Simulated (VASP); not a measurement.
# MnS (F-43m) in VASP: single point with PBE

Aim: the single point of MnS with PBE.

Everything below comes from runs of VASP 6.6.1. Logs are shortened: lines on timing, memory, paths and dates and some standing lists are left out, and cuts for length are marked.

## (1) The crystal as given

It takes space group F-43m (No. 216, cubic). Conventional cell: a = 5.644 Å, b = 5.644 Å, c = 5.644 Å, α = 90.00°, β = 90.00°, γ = 90.00°. Mn (site symmetry -43m) is surrounded by 4 S at 2.44 Å. S (site symmetry -43m) has 4 Mn at 2.44 Å as nearest neighbours.

## (2) Single point, PBE, collinear spin, typed start

Contents of INCAR:

```
ALGO = Normal ; EDIFF = 1E-6
ENCUT = 520 ; GGA = PE
ISIF = 2 ; ISMEAR = 0
ISPIN = 2 ; LASPH = T
LCHARG = T ; LELF = T
LMAXMIX = 4 ; LORBIT = 11
LREAL = F ; LVHAR = T
LWAVE = F ; MAGMOM = 4.57 0.13
NBANDS = 20 ; NELM = 150
PREC = Accurate ; SIGMA = 0.1
```

Contents of KPOINTS:

```
k-points
0
Gamma
  14 14 14
```

Contents of POSCAR:

```
MnS
1.0
    0.0000000000      2.8222405348      2.8222405348
    2.8222405348      0.0000000000      2.8222405348
    2.8222405348      2.8222405348      0.0000000000
Mn S
1 1
Direct
    0.0000000000      0.0000000000      0.0000000000
    0.7500000000      0.7500000000      0.7500000000
```

Potentials or basis: VASP PAW PBE potentials, release 64 (Mn_pv, S).

On the command line:

```sh
$ cat potpaw_PBE.64/Mn_pv/POTCAR potpaw_PBE.64/S/POTCAR > POTCAR
$ mpirun -np 1 vasp_std > vasp.out
```

OUTCAR:

```text
EDIFF = 1E-6
   ENCUT = 520
   GGA = PE
   ISIF = 2
   ISMEAR = 0
   ISPIN = 2
   LASPH = T
   LORBIT = 11
   LREAL = F
   NELM = 150
   PREC = Accurate

 ion  position               nearest neighbor table
   1  0.000  0.000  0.000-   2 2.44   2 2.44   2 2.44   2 2.44
   2  0.750  0.750  0.750-   1 2.44   1 2.44   1 2.44   1 2.44

  LATTYP: Found a face centered cubic cell.
 ALAT       =     5.6444810696

  Lattice vectors:

 A1 = (   0.0000000000,   2.8222405348,   2.8222405348)
 A2 = (   2.8222405348,   0.0000000000,   2.8222405348)
 A3 = (   2.8222405348,   2.8222405348,   0.0000000000)

Analysis of symmetry for initial positions (statically):
=====================================================================
 Subroutine PRICEL returns:
 Original cell was already a primitive cell.

 Routine SETGRP: Setting up the symmetry group for a
 face centered cubic supercell.

 Subroutine GETGRP returns: Found 24 space group operations
 (whereof 24 operations were pure point group operations)
 out of a pool of 48 trial point group operations.

The static configuration has the point symmetry T_d .

Analysis of symmetry for dynamics (positions and initial velocities):
=====================================================================
 Subroutine PRICEL returns:
 Original cell was already a primitive cell.

 Routine SETGRP: Setting up the symmetry group for a
 face centered cubic supercell.

 Subroutine GETGRP returns: Found 24 space group operations
 (whereof 24 operations were pure point group operations)
 out of a pool of 48 trial point group operations.

The dynamic configuration has the point symmetry T_d .

Analysis of structural, dynamic, and magnetic symmetry:
=====================================================================
 Subroutine PRICEL returns:
 Original cell was already a primitive cell.

 Routine SETGRP: Setting up the symmetry group for a
 face centered cubic supercell.

 Subroutine GETGRP returns: Found 24 space group operations
 (whereof 24 operations were pure point group operations)
 out of a pool of 48 trial point group operations.

The overall configuration has the point symmetry T_d .

 Subroutine INISYM returns: Found 24 space group operations
 (whereof 24 operations are pure point group operations),
 and found     1 'primitive' translations

----------------------------------------------------------------------------------------

                                     Primitive cell

  volume of cell :      44.9585

  direct lattice vectors                    reciprocal lattice vectors
     0.000000000  2.822240535  2.822240535    -0.177164205  0.177164205  0.177164205
     2.822240535  0.000000000  2.822240535     0.177164205 -0.177164205  0.177164205
     2.822240535  2.822240535  0.000000000     0.177164205  0.177164205 -0.177164205

  length of vectors
     3.991250841  3.991250841  3.991250841     0.306857404  0.306857404  0.306857404

  position of ions in fractional coordinates (direct lattice)
     0.000000000  0.000000000  0.000000000
     0.750000000  0.750000000  0.750000000

  ion indices of the primitive-cell ions
   primitive index   ion index
                 1           1
                 2           2

----------------------------------------------------------------------------------------

 KPOINTS: k-points

Automatic generation of k-mesh.
 Grid dimensions read from file:
 generate k-points for:   14   14   14

 Generating k-lattice:

  Cartesian coordinates                     Fractional coordinates (reciprocal lattice)
    -0.012654586  0.012654586  0.012654586     0.071428571  0.000000000  0.000000000
     0.012654586 -0.012654586  0.012654586     0.000000000  0.071428571  0.000000000
     0.012654586  0.012654586 -0.012654586     0.000000000  0.000000000  0.071428571

  Length of vectors
     0.021918386  0.021918386  0.021918386

  Shift w.r.t. Gamma in fractional coordinates (k-lattice)
     0.000000000  0.000000000  0.000000000

 Subroutine IBZKPT returns following result:
 ===========================================

 Found    104 irreducible k-points:

 Following reciprocal coordinates:
            Coordinates               Weight
  0.000000  0.000000  0.000000      1.000000
  0.071429  0.000000  0.000000      8.000000
  0.142857  0.000000  0.000000      8.000000
  0.214286  0.000000  0.000000      8.000000
  0.285714  0.000000  0.000000      8.000000
  0.357143  0.000000  0.000000      8.000000
[... 16 lines left out ...]
  0.214286  0.142857  0.000000     24.000000
  0.285714  0.142857  0.000000     24.000000
 [... further k-points ...]
   k-points           NKPTS =    104   k-points in BZ     NKDIM =    104   number of bands    NBANDS=     20
   number of dos      NEDOS =    301   number of ions     NIONS =      2
   total plane-waves  NPLWV =  27000
   dimension x,y,z NGX =    30 NGY =   30 NGZ =   30
   dimension x,y,z NGXF=    60 NGYF=   60 NGZF=   60
   ions per type =               1   1
   NGX,Y,Z   is equivalent  to a cutoff of  12.50, 12.50, 12.50 a.u.
   NGXF,Y,Z  is equivalent  to a cutoff of  24.99, 24.99, 24.99 a.u.
 SYSTEM =  unknown system
   PREC   = accura    normal or accurate (medium, high low for compatibility)
   ISTART =      0    job   : 0-new  1-cont  2-samecut
   ICHARG =      2    charge: 1-file 2-atom 10-const
   ISPIN  =      2    spin polarized calculation?
   LNONCOLLINEAR =      F non collinear calculations
   LSORBIT =      F    spin-orbit coupling
   LASPH  =      T    aspherical Exc in radial PAW
   ENCUT  =  520.0 eV  38.22 Ry    6.18 a.u.   7.42  7.42  7.42*2*pi/ulx,y,z
   NELM   =    150;   NELMIN=  2; NELMDL= -5     # of ELM steps
   EDIFF  = 0.1E-05   stopping-criterion for ELM
   LREAL  =      F    real-space projection
   EDIFFG = 0.1E-04   stopping-criterion for IOM
   NSW    =      0    number of steps for IOM
   IBRION =     -1    ionic relax: 0-MD 1-quasi-New 2-CG
   NFREE  =      0    steps in history (QN), initial steepest desc. (CG)
   ISIF   =      2    stress and relaxation
   ISYM   =      2    0-nonsym 1-usesym 2-fastsym
   POTIM  = 0.5000    time-step for ionic-motion
   TEBEG  =    0.0;   TEEND  =   0.0 temperature during run
   PSTRESS=    0.0 pullay stress
   NELECT =      19.0000    total number of electrons
   NUPDOWN=      -1.0000    fix difference up-down
   EMIN   =  10.00;   EMAX   =-10.00  energy-range for DOS
   EFERMI =   0.00;   METHOD = LEGACY
   ISMEAR =     0;   SIGMA  =   0.10  broadening in eV -4-tet -1-fermi 0-gaus
   EFERMI_NEDOS =   21; number of points for ismear=-14 and -15
   IALGO  =     38    algorithm
   IMIX   =      4    mixing-type and parameters
     AMIX     =   0.40;   BMIX     =  1.00
     AMIX_MAG =   1.60;   BMIX_MAG =  1.00
  volume/ion in A,a.u.               =      22.48       151.70
  Fermi-wavevector in a.u.,A,eV,Ry     =   1.228538  2.321601 20.535357  1.509306
  Thomas-Fermi vector in A             =   2.363460
   LORBIT       =     11    0 simple, 1 ext, 2 COOP (PROOUT), +10 PAW based schemes
   GGA     = PE    functional components
   LHFCALC =     F    Hartree Fock is set to
   AEXX    =    0.0000 exact exchange contribution
   IVDW    =     0    specifies the selected vdW correction
   LEPSILON=     F    determine dielectric tensor
   LRPA    =     F    only Hartree local field effects (RPA)
 spin polarized calculation
 Gauss-broadening in eV      SIGMA  =   0.10
  energy-cutoff  :      520.00
  volume of cell :       44.96
 maximum number of plane-waves:      1243
 NGX is ok and might be reduce to    30
   NGX = 15   NGY = 15   NGZ = 15

 number of electron      18.9999992 magnetization       4.9664819

 Free energy of the ion-electron system (eV)
  ---------------------------------------------------
  ext. energy  EPLUGINS =         0.00000000
  ---------------------------------------------------
  free energy    TOTEN  =       -14.08675235 eV

  energy without entropy =      -14.08399190  energy(sigma->0) =      -14.08537213

 E-fermi :   4.3384     XC(G=0):  -9.2010

 val. band max:        4.2887744071   @ k =  -0.1429   0.0714   0.0000
 cond. band min:       4.3399700412   @ k =   0.0714   0.0714   0.0000
 fundamental gap:      0.0511956341
 Fermi energy:         4.3383644630

 spin component 1

 k-point     1 :       0.0000    0.0000    0.0000
  band No.  band energies     occupation
      1     -46.4785      1.00000
      2     -46.4785      1.00000
      3     -46.4785      1.00000
      4      -9.4686      1.00000
      5      -0.4985      1.00000
      6      -0.4985      1.00000
[... 12 lines left out ...]
     19      16.1614      0.00000
     20      16.8436      0.00000
[... 507 lines left out ...]
 k-point    24 :       0.2857    0.1429    0.0000
  band No.  band energies     occupation
      1     -46.4799      1.00000
      2     -46.4789      1.00000
      3     -46.4789      1.00000
      4      -9.1042      1.00000
      5      -0.9882      1.00000
      6      -0.3521      1.00000
[... 12 lines left out ...]
     19      16.5315      0.00000
     20      19.3963      0.00000

 [... further k-points ...]

 spin component 2

 k-point     1 :       0.0000    0.0000    0.0000
  band No.  band energies     occupation
      1     -41.8471      1.00000
      2     -41.8471      1.00000
      3     -41.8471      1.00000
      4      -9.1609      1.00000
      5       1.0921      1.00000
      6       1.0921      1.00000
[... 12 lines left out ...]
     19      17.0358      0.00000
     20      17.8046      0.00000
[... 507 lines left out ...]
 k-point    24 :       0.2857    0.1429    0.0000
  band No.  band energies     occupation
      1     -41.8492      1.00000
      2     -41.8477      1.00000
      3     -41.8477      1.00000
      4      -8.8195      1.00000
      5       0.0827      1.00000
      6       1.0575      1.00000
[... 12 lines left out ...]
     19      17.4762      0.00000
     20      20.3303      0.00000

 [... further k-points ...]

------------------------ aborting loop because EDIFF is reached ----------------------------------------

  FORCE on cell =-STRESS in cart. coord.  units (eV):
  Direction    XX          YY          ZZ          XY          YZ          ZX
  --------------------------------------------------------------------------------------
  -------------------------------------------------------------------------------------
  Total       -0.0036617     -0.0036617     -0.0036617      0.0000000      0.0000000      0.0000000
  in kB       -0.1304912     -0.1304912     -0.1304912      0.0000000      0.0000000      0.0000000
  external PRESSURE =      -0.1304912 kB  Pullay stress =       0.0000000 kB

 VOLUME and BASIS-vectors are now :
 -----------------------------------------------------------------------------
  energy-cutoff  :      520.00
  volume of cell :       44.96
      direct lattice vectors                 reciprocal lattice vectors
     0.000000000  2.822240535  2.822240535    -0.177164205  0.177164205  0.177164205
     2.822240535  0.000000000  2.822240535     0.177164205 -0.177164205  0.177164205
     2.822240535  2.822240535  0.000000000     0.177164205  0.177164205 -0.177164205

 POSITION                                       TOTAL-FORCE (eV/Angst)
 -----------------------------------------------------------------------------------
      0.00000      0.00000      0.00000        -0.000000      0.000000     -0.000000
      4.23336      4.23336      4.23336         0.000000     -0.000000      0.000000
 -----------------------------------------------------------------------------------
    total drift:                                0.000001      0.000001      0.000001

  FREE ENERGIE OF THE ION-ELECTRON SYSTEM (eV)
  ---------------------------------------------------
  free  energy   TOTEN  =       -14.0867523489 eV

  energy  without entropy=      -14.0839919013  energy(sigma->0) =      -14.08537213

 total charge

# of ion       s       p       d       tot
------------------------------------------
    1        0.256   6.203   4.893  11.352
    2        1.314   2.444   0.000   3.758
--------------------------------------------------
tot          1.571   8.647   4.893  15.110

 magnetization (x)

# of ion       s       p       d       tot
------------------------------------------
    1        0.049   0.064   4.252   4.364
    2        0.012   0.079   0.000   0.091
--------------------------------------------------
tot          0.061   0.143   4.252   4.456
```

It took 3 min on 1 thread of Intel Xeon Platinum 8259CL at 2.50GHz (Skylake/Cascade Lake), shared host; peak memory 0.28 GiB.

What came out:

- Free energy: -14.0868 eV
- Pressure: 0.0 GPa
- Band gap on the k mesh: none (metal or under the smearing width)
- Net moment: 4.97 μB per cell
- Site moments: Mn +4.36; S +0.09 μB
- Valence electrons inside the program's atomic spheres: Mn 11.35; S 3.76

Levels at points of the mesh, in eV from the Fermi level:
Spin up:
| k point | band 8 | band 9 | band 10 | band 11 | band 12 | band 13 | band 14 | band 15 | band 16 | band 17 |
| --- | --- | --- | --- | --- | --- | --- | --- | --- | --- | --- |
| (0.00, 0.00, 0.00) | -3.23 | -3.23 | 0.13 | 0.13 | 0.13 | 0.84 | 5.77 | 5.77 | 5.77 | 10.56 |
| (0.50, 0.00, 0.00) | -3.13 | -3.13 | -2.94 | -0.85 | -0.85 | 2.84 | 6.20 | 6.20 | 6.70 | 10.80 |
| (0.50, 0.50, 0.00) | -3.22 | -3.03 | -2.75 | -2.19 | -2.19 | 2.69 | 4.24 | 8.89 | 10.49 | 10.49 |
Spin down:
```
           k point  band 3  band 4  band 5  band 6  band 7  band 8  band 9  band 10  band 11  band 12
(0.00, 0.00, 0.00)  -46.19  -13.50   -3.25   -3.25   -3.25    0.84    0.84     1.88     2.95     2.95
(0.50, 0.00, 0.00)  -46.19  -12.89   -5.05   -3.18   -3.18    0.90    0.96     0.96     2.01     2.01
(0.50, 0.50, 0.00)  -46.19  -12.69   -4.97   -3.29   -3.29    0.06    0.85     1.25     1.31     1.31
```

Caveat: a cell with one magnetic atom can't hold antiferromagnetic order, which such compounds often take; semilocal functionals often make such compounds metallic where correlation or magnetic order opens a gap, which also shifts bond lengths.
